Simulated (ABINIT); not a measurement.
Input of an ABINIT 10.8.3 (patched build) run:

File run.abi:

```
# Pseudopotentials
pp_dirpath "./"
pseudos "27_Co_17_1.6_2.2_pbe_n_v1.0.psp8"

# Structure
acell 3*1.0 Angstrom
rprim
     2.4719999032     0.0000000000     0.0000000000
    -1.2359999516     2.1408147143     0.0000000000
     0.0000000000     0.0000000000     4.0211440800
ntypat 1
znucl 27
natom 2
typat 1 1
xred
     0.6540990000     0.3272590000     0.7524240000
     0.3340350000     0.6679720000     0.2559180000
chkprim 0
chksymtnons 0
tolsym 1.0e-6

# Plane-wave basis
ecut 30.0

# k points
kptopt 1
ngkpt 9 9 5
nshiftk 1
shiftk 0.0 0.0 0.0

# Exchange and correlation
ixc 11
vdw_xc 6

# Bands and occupations
nband 22
occopt 3
tsmear 0.00183747

# Spin
nsppol 2
spinat
     0.0000000000     0.0000000000     2.0000000000
     0.0000000000     0.0000000000     2.0000000000

# SCF cycle
nstep 100
tolvrs 1.0e-10

# Output
iomode 3
prtwf 0
prtden 0
prteig 0
prtebands 0
enunit 1
```

Potentials or basis: SPMS NC PBE v1.0.

The run is started by

```sh
$ mpirun --bind-to none -np 4 abinit run.abi > log 2>&1
```

**Question.** What does it give for the pressure?

**Answer.** -3.1 GPa.

**Question.** Estimate the band gap on the k mesh.

**Answer.** None (metal or under the smearing width).

**Question.** What does it give for the site moments?

**Answer.** Co +1.62 μB.

**Question.** Estimate the net moment.

**Answer.** 3.07 μB per cell.

Forces on the atoms (eV/Å):
```
Co   0.052  0.035  0.095
Co  -0.052 -0.035 -0.095
```

Caveat: pairwise dispersion overbinds metals, which lowers pressure and volume.
